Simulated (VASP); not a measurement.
Elastic constants (GPa) of a crystal from PBEsol GGA, VASP's PBE PAW potentials (set 64) (VASP):

```csv
,xx,yy,zz,yz,xz,xy
xx,436.7,125.2,88.8,0.0,0.0,0.0
yy,125.2,436.7,88.8,0.0,0.0,0.0
zz,88.8,88.8,475.6,0.0,0.0,0.0
yz,0.0,0.0,0.0,137.6,0.0,0.0
xz,0.0,0.0,0.0,0.0,137.6,0.0
xy,0.0,0.0,0.0,0.0,0.0,155.8
```

Work out the Voigt, Reuss and Hill moduli, Young's modulus and Poisson's ratio.

All eigenvalues are positive (smallest 137.6 GPa), so the crystal is stable. K_V = (C11+C22+C33+2(C12+C13+C23))/9 = (1349.0 + 2×302.8)/9 = 217.2 GPa; G_V = (1349.0 − 302.8 + 3×431.0)/15 = 155.9 GPa. From the compliances, K_R = 217.2 GPa and G_R = 153.6 GPa. Hill: K = 217.2 GPa, G = 154.8 GPa, E = 9KG/(3K+G) = 375.2 GPa, ν = (3K−2G)/(2(3K+G)) = 0.212. K/G = 1.40, below Pugh's 1.75; universal anisotropy A^U = 0.08.

With a density of 3.02 g/cm³, what are the mean sound speeds?

v_l = √((K+4G/3)/ρ) = 11.85 km/s and v_t = √(G/ρ) = 7.16 km/s. The crystal is BeO (wurtzite), hexagonal.

The compound is BeO in the wurtzite structure. It was relaxed first.
